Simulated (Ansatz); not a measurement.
Ti3SiC2:
```cif
data_C4Si2Ti6
_chemical_formula_sum 'Ti6 Si2 C4'
_space_group_name_H-M_alt 'P63/mmc'
_space_group_IT_number 194
_space_group_name_Hall '-P 6c 2c'
_cell_length_a 3.04181
_cell_length_b 3.04181
_cell_length_c 17.58251
_cell_angle_alpha 90.000
_cell_angle_beta 90.000
_cell_angle_gamma 120.000
loop_
_atom_site_label
_atom_site_type_symbol
_atom_site_symmetry_multiplicity
_atom_site_Wyckoff_symbol
_atom_site_fract_x
_atom_site_fract_y
_atom_site_fract_z
_atom_site_occupancy
Ti1 Ti 4 f 0.66667 0.33333 0.13493 1
Ti2 Ti 2 a 0.00000 0.00000 0.00000 1
Si1 Si 2 b 0.00000 0.00000 0.25000 1
C1 C 4 f 0.33333 0.66667 0.07216 1
```

Relaxed at zero pressure with the program Ansatz at the PBEsol level (PAW).

Problem. The volume is raised by 6 % and shape and atoms relax at that volume. What pressure results, and how do the axes share the change?

Solution. -10.1 GPa; a 1.9 %, b 1.9 %, c 2.0 %; the energy rises by 23 meV/atom.

Problem. Give the new structure.

Solution. 
Space group P6₃/mmc (No. 194); a = 3.1009 Å, b = 3.1009 Å, c = 17.9341 Å, α = 90.00°, β = 90.00°, γ = 120.00°

```
atom  site  symmetry       x       y       z
----  ----  --------  ------  ------  ------
Ti      4f       3m.  0.6667  0.3333  0.1332
Ti      2a      -3m.  0.0000  0.0000  0.0000
Si      2b      -6m2  0.0000  0.0000  0.2500
C       4f       3m.  0.3333  0.6667  0.0717
```

The phase is kept; no other phase was compared at this pressure.

Space group P6_3/mmc. The PBEsol relaxation kept the symmetry of its start; of distortions, only those at the zone centre were tested. The run is not spin-polarised.

Potentials: the later of the program's two PAW sets.
